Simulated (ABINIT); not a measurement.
Set up this calculation in ABINIT 10.8.3 (patched build), as the native input.

| Quantity | Value |
| --- | --- |
| Task | equation of state |
| Functional | LDA |
| Potentials or basis | JTH PAW LDA v2.0 |
| Cutoff | 408 eV |
| k mesh | 11 × 11 × 11 |
| Occupations | fermi-dirac, width 0.05 eV |
| Spin | no spin polarisation |
| Fine-grid cutoff | 816.342 eV |

The system is Ti.

```
Ti
1.0
    -1.64100    1.64100    1.64100
     1.64100   -1.64100    1.64100
     1.64100    1.64100   -1.64100
Ti
1
Direct
  0.00000 0.00000 0.00000
```

This isn't the form of Ti at room conditions, which is hcp.

The input as run:

run.abi

```
ndtset 7
getwfk -1
scalecart1 3*0.9795861087
scalecart2 3*0.9864848297
scalecart3 3*0.9932883884
scalecart4 3*1.0000000000
scalecart5 3*1.0066227096
scalecart6 3*1.0131594038
scalecart7 3*1.0196128224

pp_dirpath "./"
pseudos "Ti.LDA_PW-JTH.xml"

acell 3*1.0
rprim
    -3.1010405705     3.1010405705     3.1010405705
     3.1010405705    -3.1010405705     3.1010405705
     3.1010405705     3.1010405705    -3.1010405705
ntypat 1
znucl 22
natom 1
typat 1
xred
     0.0000000000     0.0000000000     0.0000000000

ecut 15.0
pawecutdg 30.0

kptopt 1
ngkpt 11 11 11
nshiftk 1
shiftk 0.0 0.0 0.0

ixc 7

nband 10
occopt 3
tsmear 0.05 eV

nstep 100
tolvrs 1.0e-9

iomode 3
prtwf 1
prtden 0
prteig 0
prtebands 0
enunit 1
```

Potentials or basis: JTH PAW LDA v2.0.

Run with:

```sh
$ abinit run.abi > log 2>&1
```

It gave:

```json
{"Equilibrium volume": "15.89 Å³/atom (rough: see the caveat)", "Bulk modulus": "121 GPa (rough)"}
```

Caveat: pressures at fixed basis lie under the slope of the energies; the minimum lies outside the volumes run.

Wall time 28 s on 1 thread of Arm Neoverse V1, on a shared host, peak memory 0.13 GiB.
